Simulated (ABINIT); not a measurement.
BN, 2 atoms in the cell. Symmetry: F-43m, No. 216, cubic system. Conventional cell: a = 3.626 Å, b = 3.626 Å, c = 3.626 Å, α = 90.00°, β = 90.00°, γ = 90.00°. Around N (site symmetry -43m) lie 4 B at 1.57 Å. Around B (site symmetry -43m) lie 4 N at 1.57 Å. The cell is a database's computed one.

```yaml
Program: ABINIT 10.8.3 (patched build)
Task: relaxation of cell and atoms
Functional: PBE
Potentials_or_basis: JTH PAW PBE v2.0
Cutoff: 707 eV
k_mesh: 13 × 13 × 13
Occupations: fermi-dirac, width 0.05 eV
Spin: no spin polarisation
Target_pressure: 30 GPa
Cell_freedom_optcell: 2
Cutoff_smearing_ecutsm_Ha: 0.5
Optimiser_ionmov: 2
Force_stop_Ha/bohr: 5e-05
Fine-grid_cutoff: 1306.15 eV
```

Potentials or basis: JTH PAW PBE v2.0.

Run with:

```sh
$ abinit run.abi > log 2>&1
```

Hardware: 1 thread of Arm Neoverse V1, with other jobs on the host.

Problem. Estimate the wall time of this run.

Solution. It took 47 s on 1 thread of Arm Neoverse V1, on a shared host, peak memory 0.1 GiB. Counts: scf iterations 35, mpi ranks 1, k points 84, bands 8, plane waves 654, ion steps 4.
